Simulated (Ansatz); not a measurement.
The following input was run with Ansatz 0.2.0.

```yaml
crystal:
  lattice:
    - [3.0095329986, -3.0272749462, 0.0]
    - [3.0095329986, 3.0272749462, 0.0]
    - [0.0, 0.0, 6.0193273272]
  atoms:
    - { symbol: In, position: [0.279411, 0.720589, 0.25] }
    - { symbol: In, position: [0.720589, 0.279411, 0.75] }
    - { symbol: As, position: [0.777205, 0.222795, 0.25] }
    - { symbol: As, position: [0.222795, 0.777205, 0.75] }
basis:
  ecutwfc: 420
kpoints:
  mp_grid: { grid: [10, 10, 8] }
hamiltonian:
  xc: pbe
scf:
  occupations: { method: gaussian, width: 0.1 }
output:
  forces: true
  stress: true
  eigenvalues: true
  populations: true
```

It can be run as
```bash
ansatz run input.yaml --threads 1 --pin off --backend cpu --events-out ev --progress --plain --runs-dir out  # memory cap (--max-ram) not shown
```

These are results of Ansatz 0.2.0, DFT PBE, scalar-relativistic, plane waves, PAW, not measurements.

Part of what the program printed, abridged:

```
Pseudopotentials: kind: paw
Pseudopotential: In, paw, valence charge 13, recommended cutoff 420 eV (normal)
Pseudopotential: As, paw, valence charge 15, recommended cutoff 420 eV (normal)
Functional definition: PBE
Crystal: 4 atoms, lattice volume = 109.680 Å³
Basis set: ecut = 420 eV, 2157 PW (Γ), exchange–correlation on 60×60×90 points (8 copies of the dense FFT grid, shifted against one another)
Bands: 34, of which v1, the nominal top of the filled ones, is band 28 counted from 1 (27 counted from 0)
Symmetry: 8 space group operations
Space group: Cmcm (ITA 63), of the structure as read, at distance tolerance 4.8e-5 Å
k-points: 155 of 800
Initial density: superposition of atomic densities (neutral atoms: chi_scale 0, normalization atom), corrected by the library's trained network
Initial wavefunctions: pseudopotential atomic-orbital guess
Functional: x = pbe(κ = 0.804, μ = 0.21951497), c = pbe(β = 0.06672455)
SCF iter   1: F=—  HF=-20907.801527 eV  |F-HF|=—  |Δ(HF+E_count)|=         —  Δρ=2.05e-3  dr2=9.67e-3  ethr=1.77e-3  ⟨swp⟩=6.3  Hψ=20998  notcnv=0
SCF iter   2: F=—  HF=-20907.797307 eV  |F-HF|=—  |Δ(HF+E_count)|=   4.22e-3  Δρ=1.12e-3  dr2=2.90e-3  ethr=1.73e-5  ⟨swp⟩=2.0  Hψ=8133  notcnv=0
SCF iter   3: F=—  HF=-20907.796646 eV  |F-HF|=—  |Δ(HF+E_count)|=   6.61e-4  Δρ=3.96e-4  dr2=2.10e-4  ethr=5.18e-6  ⟨swp⟩=2.0  Hψ=6244  notcnv=0
SCF iter   4: F=—  HF=-20907.796589 eV  |F-HF|=—  |Δ(HF+E_count)|=   5.77e-5  Δρ=1.88e-4  dr2=3.10e-5  ethr=3.75e-7  ⟨swp⟩=2.0  Hψ=9340  notcnv=0
SCF iter   5: F=—  HF=-20907.796580 eV  |F-HF|=—  |Δ(HF+E_count)|=   8.69e-6  Δρ=8.30e-5  dr2=6.14e-6  ethr=5.54e-8  ⟨swp⟩=2.0  Hψ=9430  notcnv=0
SCF iter   6: F=—  HF=-20907.796582 eV  |F-HF|=—  |Δ(HF+E_count)|=   2.59e-6  Δρ=3.24e-5  dr2=1.10e-6  ethr=1.10e-8  ⟨swp⟩=2.0  Hψ=9427  notcnv=0
SCF iter   7: F=-20907.796582 eV  HF=-20907.796582 eV  |F-HF|=3.38e-8  |Δ(HF+E_count)|=   3.06e-8  Δρ=5.63e-6  dr2=6.22e-8  ethr=1.79e-10  ⟨swp⟩=6.4  Hψ=26812  notcnv=0
SCF 1 converged in 7 iterations: F = -20907.796582 eV  dr2 = 6.22e-8
SCF converged after 7 iterations
Free energy (F): -20907.796582 eV
Harris-Foulkes:  -20907.796582 eV  (|F-HF|=3.38e-8)
Internal energy: -20907.780419 eV  (E = F + TS)
E sigma→0 (E₀):  -20907.788501 eV
Entropy (-TS):   -0.016163 eV (-4.041 meV/atom)
Fermi energy:    7.868821 eV
--- Per-component energies (eV) ---
  E_band       = -615.196278
  E_kinetic    = 682.228512
  E_local      = -5976.045816  (includes V_loc(G=0)·N_el)
  E_nonlocal   = -607.991241
  E_hartree    = 2888.663933
  E_xc         = -585.169687
  E_vxc        = -351.717936  (∫ρ·V_xc dr)
  E_paw        = -11977.881796  (= ΣΔE_a)
  E_vpaw       = -139.005096  (= ΣTr[D̂ρ^β])
  E_aug_tail   = 0.000065  (compensation charges beyond the density's cutoff)
  E_ewald      = -5331.584389
  E_smearing   = -0.016163  (= −TS)
--- Forces (eV/Å), atoms counted from 1 ---
  atom   1  In     0.00000000     0.03710190     0.00000000
  atom   2  In     0.00000000    -0.03710190     0.00000000
  atom   3  As     0.00000000     0.14730153     0.00000000
  atom   4  As     0.00000000    -0.14730153     0.00000000
--- Stress (GPa, compression-positive) ---
       -6.242803       0.000000       0.000000
        0.000000      -6.185793       0.000000
        0.000000       0.000000      -6.205237
  P = ⅓ Tr σ = -6.2113 GPa (-62.113 kbar)
--- Band table (eV; the first three rows and the last of 155) ---
  k-point 0: bands = ["-27.2407", "-27.2406", "-27.2387", "-27.2386", "-27.2376", "-27.2369", "-27.2368", "-27.2367", "-27.2357", "-27.2351", "-6.4607", "-6.3309", "-6.3235", "-6.3187", "-6.3158", "-6.3107", "-6.3071", "-6.3034", "-6.2638", "-6.2620", "-3.3786", "-1.5660", "3.9817", "4.8635", "5.8022", "6.0627", "6.5759", "7.6573", "7.7690", "7.8283", "12.0129", "14.3886", "14.6562", "14.6833"]
  k-point 1: bands = ["-27.2407", "-27.2406", "-27.2387", "-27.2386", "-27.2376", "-27.2369", "-27.2368", "-27.2367", "-27.2357", "-27.2351", "-6.4536", "-6.3304", "-6.3251", "-6.3197", "-6.3147", "-6.3116", "-6.3053", "-6.3031", "-6.2653", "-6.2637", "-3.3322", "-1.6713", "3.8858", "5.2465", "5.7003", "6.1128", "6.3035", "7.5822", "7.6814", "8.3610", "12.0599", "13.7786", "14.1628", "14.4612"]
  k-point 2: bands = ["-27.2406", "-27.2406", "-27.2387", "-27.2386", "-27.2375", "-27.2369", "-27.2369", "-27.2368", "-27.2356", "-27.2352", "-6.4341", "-6.3342", "-6.3290", "-6.3192", "-6.3143", "-6.3128", "-6.3009", "-6.3001", "-6.2698", "-6.2687", "-3.1933", "-1.9458", "3.8445", "5.2321", "6.1045", "6.2590", "6.2716", "7.3766", "7.4468", "9.2481", "12.2056", "12.3760", "13.8740", "13.9609"]
  k-point 154: bands = ["-27.2406", "-27.2406", "-27.2386", "-27.2386", "-27.2373", "-27.2373", "-27.2361", "-27.2361", "-27.2355", "-27.2355", "-6.4272", "-6.4272", "-6.3262", "-6.3262", "-6.2972", "-6.2972", "-6.2967", "-6.2967", "-6.2632", "-6.2632", "-1.5548", "-1.5548", "3.5211", "3.5211", "4.7738", "4.7738", "4.8206", "4.8206", "9.5585", "9.5585", "11.6542", "11.6542", "14.4534", "14.4534"]
--- Löwdin populations: 4 sites ---
  site symbol q [e]
     0     In     12.7932
     1     In     12.7932
     2     As     15.1743
     3     As     15.1743
  spilling = 0.001161 (of n_electrons = 56.000000)
```

Self-consistency was reached.